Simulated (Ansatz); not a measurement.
## Ga under changes of volume

One of the cells (18.543 Å³/atom); the others are scaled copies at fixed shape and fractional positions:

```
CELL_PARAMETERS angstrom
1.38300 -4.02650 0.00000
1.38300 4.02650 0.00000
-0.11745 0.00000 3.32993
ATOMIC_POSITIONS crystal
Ga 0.13100 0.86900 0.75000
Ga 0.86900 0.13100 0.25000
```

This isn't the form of Ga at room conditions, which is orthorhombic.

| Property | Result |
| --- | --- |
| Program | Ansatz 0.2.0 |
| Functional | PBEsol |
| Potentials or basis | Ansatz PAW |
| Cutoff | 420 eV (not typed: the program's choice for these potentials) |
| k mesh | 10 × 10 × 8 |
| Occupations | fermi-dirac, width 0.05 eV |
| Spin | no spin polarisation |

```tsv
volume (Å³/atom)	energy over the lowest point (meV/atom)	pressure (GPa)	largest force (eV/Å)
17.431	2.54	1.9	0.221
17.801	0.00	0.4	0.213
18.172	0.61	-0.9	0.205
18.543	?	?	?
18.914	9.75	-2.9	0.188
19.285	17.63	-3.8	0.178
19.656	27.30	-4.5	0.168
```

Q: What does the run at 18.543 Å³/atom give?

A: Energy over the lowest point 3.97 meV/atom; pressure -2.0 GPa; largest force 0.197 eV/Å.

Worked out: A Birch-Murnaghan fit of order 3 (a polynomial in V^(-2/3)) to the other rows has its minimum at 17.91 Å³/atom with B0 = V·E''(V) = 63 GPa and B' = 5.6 at fixed shape and positions, which overstates the stiffness. It gives 3.98 meV/atom at 18.543 Å³/atom, against the run's 3.97, and -dE/dV = -2.0 GPa, against -2.0.

Energies are extrapolated to zero smearing.

Caveats: the PAW data sets come from PBE, with cores solved anew for the run's functional, which leaves a small shift of forces and pressure.
